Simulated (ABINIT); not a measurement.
**SnTe in ABINIT: the effect of functional**

The system is SnTe.

```
CELL_PARAMETERS angstrom
0.00000 3.61115 3.61115
3.61115 0.00000 3.61115
3.61115 3.61115 0.00000
ATOMIC_POSITIONS crystal
Te 0.25000 0.25000 0.25000
Sn 0.00000 0.00000 0.00000
```

Measurements of this composition are mostly on another form, of space group No. 225.

Alike in all runs:

- Program: ABINIT 10.8.3 (patched build)
- Task: band structure
- k mesh: 7 × 7 × 7
- Occupations: fermi-dirac, width 0.05 eV
- Spin: no spin polarisation

| functional | potentials or basis | cutoff | pressure (GPa) |
| --- | --- | --- | --- |
| LDA | JTH PAW LDA v2.0 | 599 eV | -2.2 |
| PBEsol | JTH PAW PBE v2.0 | 599 eV | ? |
| r2SCAN | JTH PAW PBE v2.0 | 707 eV | -0.7 |

Q: What does the run with functional PBEsol give?

A: Pressure -1.4 GPa.

Caveats: the PAW data sets were made with another functional, which shifts forces and pressure a little (some runs).
